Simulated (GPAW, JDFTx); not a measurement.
Given: the input of a run of JDFTx 1.7.0 (patched build) on Ge. This isn't the form of Ge at room conditions, which is diamond.

The input Ge.in:

```
lattice \
   -2.5744897190     2.5744897190     2.5744897190 \
    2.5744897190    -2.5744897190     2.5744897190 \
    1.3974126432     1.3974126432    -1.3974126432
latt-scale 1.889726124626 1.889726124626 1.889726124626
coords-type Lattice
ion Ge     0.5000000000     0.5000000000     0.0000000000 1
ion Ge     0.2500000000     0.7500000000     0.5000000000 1

ion-species pseudo/Ge.upf
elec-cutoff 39 312
elec-ex-corr lda-PW
kpoint-folding 11 11 11
elec-smearing Gauss 0.0018374661
elec-n-bands 21
electronic-SCF nIterations 100 energyDiffThreshold 1e-09
electronic-minimize nIterations 30 energyDiffThreshold 1e-7
converge-empty-states yes
forces-output-coords Cartesian

dump-name run.$VAR
dump End Ecomponents EigStats BandEigs Kpoints Forces Stress ElecDensity Dtot KEdensity
```

Potentials or basis: PseudoDojo-SR-LDA-0.4.1-standard with smoothed tails.

Launch:

```console
$ jdftx -c 1 -i Ge.in -o Ge.out
```

**Question.** Set up the same calculation for GPAW 26.7.0 (ASE script). Potentials or basis there: the program's PAW data sets (release 1.2.1) made for this functional, cutoff 600 eV.

**Answer.** As run (cutoffs and basis follow the program's own potentials, and thresholds, step limits or extra output files can differ):

The input run.py:

```python
from ase.dft.bandgap import bandgap
from ase.io import read, write
from ase.units import GPa
from gpaw import GPAW, PW

atoms = read('Ge.xyz')

calc = GPAW(mode=PW(600),
            xc='LDA',
            kpts={'size': (11, 11, 11), 'gamma': True},
            occupations={'name': 'methfessel-paxton', 'order': 0, 'width': 0.1},
            nbands=11,
            convergence={'density': 1e-05, 'energy': 1e-05},
            maxiter=150,
            txt='gpaw.txt')
atoms.calc = calc
energy = atoms.get_potential_energy()
forces = atoms.get_forces()
stress = atoms.get_stress()
calc.write('gs.gpw')
write('result.traj', atoms)
print(f'Energy: {energy:.6f} eV')
print('Forces (eV/A):')
print(forces.round(4))
print('Stress (GPa):', (stress / GPa).round(3))
print('Fermi level:', round(calc.get_fermi_level(), 4), 'eV')
print(f'Gap: {bandgap(calc)[0]:.4f} eV, direct: {bandgap(calc, direct=True)[0]:.4f} eV')
```

File Ge.xyz:

```xyz
2
Lattice="-2.5744897190 2.5744897190 1.3974126432 2.5744897190 -2.5744897190 1.3974126432 2.5744897190 2.5744897190 -1.3974126432" Properties=species:S:1:pos:R:3 pbc="T T T"
Ge     0.0000000000      0.0000000000      1.3974126432
Ge     2.5744897190      0.0000000000      0.6987063216
```

Potentials or basis: the program's PAW data sets (release 1.2.1) made for this functional, pw.

Run with:

```sh
$ OMP_NUM_THREADS=1 python run.py
```

Both were run:

|  | JDFTx | GPAW |
| --- | --- | --- |
| Pressure | -2.5 GPa | -2.5 GPa |

The potentials hold 28 and 8 valence electrons a cell.

The two programs' LDA may be different fits to the electron gas.

Pressure is positive in compression.
